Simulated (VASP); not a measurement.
# PtSe2 (Sudovikovite) (P-3m1) in VASP: a series of runs

One crystal, PtSe2 (Sudovikovite), is run at these levels: HSE06; tasks: single point.

All numbers are computed with VASP 6.6.1; they aren't measurements. Logs are shortened: lines on timing, memory, paths and dates and some standing lists are left out, and cuts for length are marked.

### 1 The crystal as given

Symmetry: P-3m1, No. 164, trigonal system. The conventional cell has a = 3.724 Å, b = 3.724 Å, c = 5.062 Å, α = 90.00°, β = 90.00°, γ = 120.00°. Pt (site symmetry -3m) is surrounded by 6 Se at 2.49 Å. Se (site symmetry 3m) has 3 Pt at 2.49 Å as nearest neighbours.

### 2 Single point, HSE06

Contents of POSCAR:

```
PtSe2
1.0
    3.7240000000      0.0000000000      0.0000000000
   -1.8620000000      3.2250786037      0.0000000000
    0.0000000000      0.0000000000      5.0620000000
Pt Se
1 2
Direct
    0.0000000000      0.0000000000      0.0000000000
    0.6666666667      0.3333333333      0.7500000000
    0.3333333333      0.6666666667      0.2500000000
```

Contents of INCAR.step1:

```
PREC     = Accurate       # precision mode
ENCUT    = 460            # plane-wave cutoff, eV
EDIFF    = 1E-5           # SCF threshold, eV
ISMEAR   = 0              # smearing method
SIGMA    = 0.01           # smearing width, eV
LREAL    = F              # projectors in reciprocal space
LASPH    = T              # aspherical terms in the spheres
NELM     = 100            # most SCF steps
ALGO     = Normal         # electronic algorithm
ISIF     = 2              # what is computed and relaxed
LWAVE    = T              # write WAVECAR
LCHARG   = F              # write CHGCAR
NBANDS   = 19             # bands
NKRED    = 1            
GGA      = PE             # functional
```

Contents of INCAR.step2:

```
PREC     = Accurate       # precision mode
ENCUT    = 460            # plane-wave cutoff, eV
EDIFF    = 1E-6           # SCF threshold, eV
ISMEAR   = 0              # smearing method
SIGMA    = 0.01           # smearing width, eV
LREAL    = F              # projectors in reciprocal space
LASPH    = T              # aspherical terms in the spheres
NELM     = 100            # most SCF steps
ALGO     = Normal         # electronic algorithm
ISIF     = 2              # what is computed and relaxed
LWAVE    = F              # write WAVECAR
LCHARG   = F              # write CHGCAR
GGA      = PE             # functional
LHFCALC  = T              # exact exchange
HFSCREEN = 0.2            # screening, 1/A
PRECFOCK = Fast         
NBANDS   = 19             # bands
NKRED    = 1            
ISTART   = 1
```

Contents of KPOINTS:

```
regular mesh
0
Gamma
  5 5 3
```

Potentials or basis: VASP PAW PBE potentials, release 64 (Pt, Se).

On the command line:

```bash
$ cat potpaw_PBE.64/Pt/POTCAR potpaw_PBE.64/Se/POTCAR > POTCAR
$ cp INCAR.step1 INCAR
$ mpirun -np 1 vasp_std > vasp.out
$ cp INCAR.step2 INCAR
$ mpirun -np 1 vasp_std > vasp.out
```

OUTCAR:

```text
PREC = Accurate
   ENCUT = 460
   EDIFF = 1E-6
   ISMEAR = 0
   LREAL = F
   LASPH = T
   NELM = 100
   ISIF = 2
   GGA = PE
   LHFCALC = T
   HFSCREEN = 0.2
   PRECFOCK = Fast
   NKRED = 1
   ISTART = 1

 Found     12 irreducible k-points:

 Following reciprocal coordinates:
            Coordinates               Weight
  0.000000  0.000000  0.000000      1.000000
  0.200000  0.000000  0.000000      6.000000
  0.400000 -0.000000  0.000000      6.000000
  0.200000  0.200000  0.000000      6.000000
  0.400000  0.200000  0.000000      6.000000
  0.000000  0.000000  0.333333      2.000000
   k-points           NKPTS =     12   k-points in BZ     NKDIM =     75   number of bands    NBANDS=     19
   number of dos      NEDOS =    301   number of ions     NIONS =      3
   total plane-waves  NPLWV =  28224
   dimension x,y,z NGX =    28 NGY =   28 NGZ =   36
   dimension x,y,z NGXF=    56 NGYF=   56 NGZF=   72
   ions per type =               1   2
   NGX,Y,Z   is equivalent  to a cutoff of  12.50, 12.50, 11.82 a.u.
   NGXF,Y,Z  is equivalent  to a cutoff of  25.00, 25.00, 23.65 a.u.
 SYSTEM =  unknown system
   PREC   = accura    normal or accurate (medium, high low for compatibility)
   ISTART =      1    job   : 0-new  1-cont  2-samecut
   ICHARG =      0    charge: 1-file 2-atom 10-const
   ISPIN  =      1    spin polarized calculation?
   LNONCOLLINEAR =      F non collinear calculations
   LSORBIT =      F    spin-orbit coupling
   LASPH  =      T    aspherical Exc in radial PAW
   ENCUT  =  460.0 eV  33.81 Ry    5.81 a.u.   6.51  6.51  8.85*2*pi/ulx,y,z
   NELM   =    100;   NELMIN=  2; NELMDL=  0     # of ELM steps
   EDIFF  = 0.1E-05   stopping-criterion for ELM
   LREAL  =      F    real-space projection
   EDIFFG = 0.1E-04   stopping-criterion for IOM
   NSW    =      0    number of steps for IOM
   IBRION =     -1    ionic relax: 0-MD 1-quasi-New 2-CG
   NFREE  =      0    steps in history (QN), initial steepest desc. (CG)
   ISIF   =      2    stress and relaxation
   ISYM   =      3    0-nonsym 1-usesym 2-fastsym
   POTIM  = 0.5000    time-step for ionic-motion
   TEBEG  =    0.0;   TEEND  =   0.0 temperature during run
   PSTRESS=    0.0 pullay stress
   NELECT =      22.0000    total number of electrons
   NUPDOWN=      -1.0000    fix difference up-down
   EMIN   =  10.00;   EMAX   =-10.00  energy-range for DOS
   EFERMI =   0.00;   METHOD = LEGACY
   ISMEAR =     0;   SIGMA  =   0.01  broadening in eV -4-tet -1-fermi 0-gaus
   EFERMI_NEDOS =   21; number of points for ismear=-14 and -15
   IALGO  =     38    algorithm
   IMIX   =      1    mixing-type and parameters
     AMIX     =   0.40;   BMIX     =  1.00
     AMIX_MAG =   1.60;   BMIX_MAG =  1.00
  volume/ion in A,a.u.               =      20.27       136.76
  Fermi-wavevector in a.u.,A,eV,Ry     =   1.166608  2.204570 18.517184  1.360975
  Thomas-Fermi vector in A             =   2.303119
   LORBIT       =      0    0 simple, 1 ext, 2 COOP (PROOUT), +10 PAW based schemes
   GGA     = PE    functional components
   LHFCALC =     T    Hartree Fock is set to
   PRECFOCK=fast      Normal, Fast or Accurate (Low or Medium for compatibility)
   ENCUT4O =  -1.0   cutoff for four orbital integrals eV
   NKREDX  =     1    reduce k-point grid by
   NKREDY  =     1    reduce k-point grid by
   NKREDZ  =     1    reduce k-point grid by
   AEXX    =    0.2500 exact exchange contribution
   HFSCREEN=    0.2000 screening length (either q_TF or 0.3 A-1)
   HFSCREENC=   0.2000 screening length for correlation (either q_TF or 0.3 A-1)
   ENCUTFOCK=  -1.0 apply spherical cutoff to Coloumb kernel
   IVDW    =     0    specifies the selected vdW correction
   LEPSILON=     F    determine dielectric tensor
   LRPA    =     F    only Hartree local field effects (RPA)
 non-spin polarized calculation
 Gauss-broadening in eV      SIGMA  =   0.01
  energy-cutoff  :      460.00
  volume of cell :       60.80
 maximum number of plane-waves:      1385
 NGX is ok and might be reduce to    28
  NGX = 16; NGY = 16; NGZ = 24

 number of electron      22.0000000 magnetization

 Free energy of the ion-electron system (eV)
  ---------------------------------------------------
  ext. energy  EPLUGINS =         0.00000000
  ---------------------------------------------------
  free energy    TOTEN  =       -17.26176226 eV

  energy without entropy =      -17.26176226  energy(sigma->0) =      -17.26176226

 E-fermi :   6.8114     XC(G=0):  -8.7722

 val. band max:        6.6928016921   @ k =   0.0000   0.0000   0.0000
 cond. band min:       6.8999910205   @ k =   0.4000   0.2000   0.0000
 fundamental gap:      0.2071893285
 Fermi energy:         6.8114166389

 k-point     1 :       0.0000    0.0000    0.0000
  band No.  band energies     occupation
      1     -11.1302      2.00000
      2      -7.9708      2.00000
      3      -1.9747      2.00000
      4      -1.1303      2.00000
      5      -1.1303      2.00000
      6       1.1975      2.00000
[... 11 lines left out ...]
     18      18.9794      0.00000
     19      19.5261      0.00000

 k-point     2 :       0.2000    0.0000    0.0000
  band No.  band energies     occupation
      1     -10.6501      2.00000
      2      -8.1902      2.00000
      3      -1.4324      2.00000
      4      -0.8144      2.00000
      5      -0.8061      2.00000
      6       0.6386      2.00000
[... 11 lines left out ...]
     18      15.7053      0.00000
     19      16.7432      0.00000

 k-point     3 :       0.4000   -0.0000    0.0000
  band No.  band energies     occupation
      1      -9.5391      2.00000
      2      -8.6751      2.00000
      3      -1.7002      2.00000
      4      -0.4028      2.00000
      5      -0.2104      2.00000
      6       0.6667      2.00000
[... 11 lines left out ...]
     18      17.1394      0.00000
     19      18.7998      0.00000

 k-point     4 :       0.2000    0.2000    0.0000
  band No.  band energies     occupation
      1      -9.8497      2.00000
      2      -8.4967      2.00000
      3      -0.7836      2.00000
      4      -0.6295      2.00000
      5      -0.5859      2.00000
      6      -0.0167      2.00000
[... 11 lines left out ...]
     18      15.9519      0.00000
     19      16.6548      0.00000

 k-point     5 :       0.4000    0.2000    0.0000
  band No.  band energies     occupation
      1      -9.0099      2.00000
      2      -8.8883      2.00000
      3      -1.7495      2.00000
      4      -0.6834      2.00000
      5      -0.1889      2.00000
      6       0.5000      2.00000
[... 11 lines left out ...]
     18      17.2087      0.00000
     19      17.8471      0.00000

 k-point     6 :       0.0000    0.0000    0.3333
  band No.  band energies     occupation
      1     -10.7159      2.00000
      2      -8.8588      2.00000
      3      -1.0847      2.00000
      4      -1.0847      2.00000
      5      -0.7167      2.00000
      6       1.1680      2.00000
[... 11 lines left out ...]
     18      16.7954      0.00000
     19      17.2192      0.00000

 [... further k-points ...]

------------------------ aborting loop because EDIFF is reached ----------------------------------------

  FORCE on cell =-STRESS in cart. coord.  units (eV):
  Direction    XX          YY          ZZ          XY          YZ          ZX
  --------------------------------------------------------------------------------------
  -------------------------------------------------------------------------------------
  Total        0.8780147      0.8780147      1.0439946      0.0000000     -0.0000000      0.0000000
  in kB       23.1387689     23.1387689     27.5129215      0.0000000     -0.0000000      0.0000000
  external PRESSURE =      24.5968198 kB  Pullay stress =       0.0000000 kB

 VOLUME and BASIS-vectors are now :
 -----------------------------------------------------------------------------
  energy-cutoff  :      460.00
  volume of cell :       60.80
      direct lattice vectors                 reciprocal lattice vectors
     3.724000000  0.000000000  0.000000000     0.268528464  0.155034981  0.000000000
    -1.862000000  3.225078604  0.000000000     0.000000000  0.310069962  0.000000000
     0.000000000  0.000000000  5.062000000     0.000000000  0.000000000  0.197550375

 POSITION                                       TOTAL-FORCE (eV/Angst)
 -----------------------------------------------------------------------------------
      0.00000      0.00000      0.00000         0.000000      0.000000      0.000000
      1.86200      1.07503      3.79650        -0.000000      0.000000     -0.018157
     -0.00000      2.15005      1.26550         0.000000     -0.000000      0.018157
 -----------------------------------------------------------------------------------
    total drift:                                0.000004     -0.000015      0.000009

  FREE ENERGIE OF THE ION-ELECTRON SYSTEM (eV)
  ---------------------------------------------------
  free  energy   TOTEN  =       -17.2617622613 eV

  energy  without entropy=      -17.2617622613  energy(sigma->0) =      -17.26176226
```

Run time: 7.3 min. Hardware: 1 thread of Intel Xeon Platinum 8559C (Emerald Rapids), shared host; peak memory 0.28 GiB.

These settings aren't checked as converged: the numbers below hold their error.

What came out:

```yaml
Free_energy: -17.2618 eV
Pressure: 2.5 GPa
Largest_force: 0.018 eV/Å
Band_gap_on_the_k_mesh: 0.21 eV, indirect (least direct gap 1.37 eV)
```

Caveat: the PAW data sets were made with another functional, which shifts forces and pressure a little; spin-orbit coupling is left out, which moves the levels of the heavy elements; an odd mesh through Γ misses points on the zone boundary, where band edges often lie.

### 3 Single point, HSE06

POSCAR is that of step 2.

INCAR.step1, as its differences from that of step 2:

```diff
@@ -1,3 +1,3 @@
 PREC     = Accurate       # precision mode
-ENCUT    = 460            # plane-wave cutoff, eV
+ENCUT    = 400            # plane-wave cutoff, eV
 EDIFF    = 1E-5           # SCF threshold, eV
```

INCAR.step2, as its differences from that of step 2:

```diff
@@ -1,3 +1,3 @@
 PREC     = Accurate       # precision mode
-ENCUT    = 460            # plane-wave cutoff, eV
+ENCUT    = 400            # plane-wave cutoff, eV
 EDIFF    = 1E-6           # SCF threshold, eV
```

Contents of KPOINTS:

```
regular mesh
0
Gamma
  6 6 4
```

Potentials or basis: VASP PAW PBE potentials, release 64 (Pt, Se).

On the command line:

```bash
$ cat potpaw_PBE.64/Pt/POTCAR potpaw_PBE.64/Se/POTCAR > POTCAR
$ cp INCAR.step1 INCAR
$ mpirun -np 1 vasp_std > vasp.out
$ cp INCAR.step2 INCAR
$ mpirun -np 1 vasp_std > vasp.out
```

OUTCAR:

```text
PREC = Accurate
   ENCUT = 400
   EDIFF = 1E-6
   ISMEAR = 0
   LREAL = F
   LASPH = T
   NELM = 100
   ISIF = 2
   GGA = PE
   LHFCALC = T
   HFSCREEN = 0.2
   PRECFOCK = Fast
   NKRED = 1
   ISTART = 1

 Found     24 irreducible k-points:

 Following reciprocal coordinates:
            Coordinates               Weight
  0.000000  0.000000  0.000000      1.000000
[... 219 lines left out ...]
 [... further k-points ...]

------------------------ aborting loop because EDIFF is reached ----------------------------------------

  FORCE on cell =-STRESS in cart. coord.  units (eV):
  Direction    XX          YY          ZZ          XY          YZ          ZX
  --------------------------------------------------------------------------------------
  -------------------------------------------------------------------------------------
  Total        0.8706997      0.8706997      1.1452256      0.0000000      0.0000000      0.0000000
  in kB       22.9459937     22.9459937     30.1807147      0.0000000      0.0000000      0.0000000
  external PRESSURE =      25.3575673 kB  Pullay stress =       0.0000000 kB

 VOLUME and BASIS-vectors are now :
 -----------------------------------------------------------------------------
  energy-cutoff  :      400.00
  volume of cell :       60.80
      direct lattice vectors                 reciprocal lattice vectors
     3.724000000  0.000000000  0.000000000     0.268528464  0.155034981  0.000000000
    -1.862000000  3.225078604  0.000000000     0.000000000  0.310069962  0.000000000
     0.000000000  0.000000000  5.062000000     0.000000000  0.000000000  0.197550375

 POSITION                                       TOTAL-FORCE (eV/Angst)
 -----------------------------------------------------------------------------------
      0.00000      0.00000      0.00000         0.000000      0.000000      0.000000
      1.86200      1.07503      3.79650         0.000000      0.000000     -0.081294
     -0.00000      2.15005      1.26550        -0.000000     -0.000000      0.081294
 -----------------------------------------------------------------------------------
    total drift:                                0.000010      0.000004      0.000016

  FREE ENERGIE OF THE ION-ELECTRON SYSTEM (eV)
  ---------------------------------------------------
  free  energy   TOTEN  =       -17.2435105536 eV

  energy  without entropy=      -17.2433486813  energy(sigma->0) =      -17.24342962
```

OUTCAR.step1:

```text
PREC = Accurate
   ENCUT = 400
   EDIFF = 1E-5
   ISMEAR = 0
   LREAL = F
[... 245 lines left out ...]
      0.00000      0.00000      0.00000        -0.000000      0.000000     -0.000000
      1.86200      1.07503      3.79650         0.000000      0.000000     -0.538698
     -0.00000      2.15005      1.26550        -0.000000      0.000000      0.538698
 -----------------------------------------------------------------------------------
    total drift:                               -0.000000      0.000000      0.000000

  FREE ENERGIE OF THE ION-ELECTRON SYSTEM (eV)
  ---------------------------------------------------
  free  energy   TOTEN  =       -14.1836608951 eV

  energy  without entropy=      -14.1835360604  energy(sigma->0) =      -14.18359848
```

OSZICAR.step1:

```text
N       E                     dE             d eps       ncg     rms          rms(c)
DAV:   1     0.909226838533E+02    0.90923E+02   -0.85481E+03   936   0.816E+02
DAV:   2    -0.108701173160E+02   -0.10179E+03   -0.97779E+02  1124   0.184E+02
DAV:   3    -0.149452377425E+02   -0.40751E+01   -0.40435E+01  1067   0.362E+01
DAV:   4    -0.149742934347E+02   -0.29056E-01   -0.29048E-01  1060   0.344E+00
DAV:   5    -0.149746218655E+02   -0.32843E-03   -0.32843E-03  1103   0.366E-01    0.131E+01
DAV:   6    -0.144020576643E+02    0.57256E+00   -0.39157E+00   942   0.173E+01    0.801E+00
DAV:   7    -0.142051680701E+02    0.19689E+00   -0.75147E-01   927   0.811E+00    0.400E+00
DAV:   8    -0.141850456894E+02    0.20122E-01   -0.40967E-02  1020   0.153E+00    0.784E-01
DAV:   9    -0.141834659554E+02    0.15797E-02   -0.59823E-03  1038   0.679E-01    0.149E-01
DAV:  10    -0.141836585945E+02   -0.19264E-03   -0.90416E-04  1065   0.181E-01    0.399E-02
DAV:  11    -0.141836608951E+02   -0.23007E-05   -0.29467E-05  1067   0.437E-02
   1 F= -.14183661E+02 E0= -.14183598E+02  d E =-.124835E-03
```

It took 24 min on 1 thread of Intel Xeon Platinum 8559C (Emerald Rapids), shared host; peak memory 0.28 GiB.

The run converged, but some of its settings lie outside the range that counts as converged, so its numbers aren't taken as properties of the crystal.

Results:

```
Free energy            : -17.2435 eV
Pressure               : 2.5 GPa
Largest force          : 0.081 eV/Å
Band gap on the k mesh : none (metal or under the smearing width)
```

Caveat: the PAW data sets were made with another functional, which shifts forces and pressure a little.

### 4 Single point, HSE06

POSCAR is that of step 3.

INCAR.step1, as its differences from that of step 3:

```diff
@@ -1,3 +1,3 @@
 PREC     = Accurate       # precision mode
-ENCUT    = 400            # plane-wave cutoff, eV
+ENCUT    = 460            # plane-wave cutoff, eV
 EDIFF    = 1E-5           # SCF threshold, eV
```

INCAR.step2, as its differences from that of step 3:

```diff
@@ -1,3 +1,3 @@
 PREC     = Accurate       # precision mode
-ENCUT    = 400            # plane-wave cutoff, eV
+ENCUT    = 460            # plane-wave cutoff, eV
 EDIFF    = 1E-6           # SCF threshold, eV
```

KPOINTS is that of step 3.

On the command line:

```bash
$ cat potpaw_PBE.64/Pt/POTCAR potpaw_PBE.64/Se/POTCAR > POTCAR
$ cp INCAR.step1 INCAR
$ mpirun -np 1 vasp_std > vasp.out
$ cp INCAR.step2 INCAR
$ mpirun -np 1 vasp_std > vasp.out
```

Run time: 22 min. Hardware: 1 thread of Intel Xeon Platinum 8559C (Emerald Rapids), shared host; peak memory 0.29 GiB.

These settings aren't checked as converged: the numbers below hold their error.

What came out:

```yaml
Free_energy: -17.2440 eV
Pressure: 2.6 GPa
Largest_force: 0.081 eV/Å
Band_gap_on_the_k_mesh: none (metal or under the smearing width)
```

Caveat: the PAW data sets were made with another functional, which shifts forces and pressure a little.

### 5 The reference run

An earlier run on the cell as given: functional PBE; potentials or basis VASP PAW PBE potentials, release 64 (Pt, Se); cutoff 520 eV; k mesh 8 × 8 × 5; occupations fermi-dirac, width 0.05 eV; no spin polarisation.

- Pressure: 7.3 GPa
- Largest force: 0.599 eV/Å
- Band gap on the k mesh: none (metal or under the smearing width)
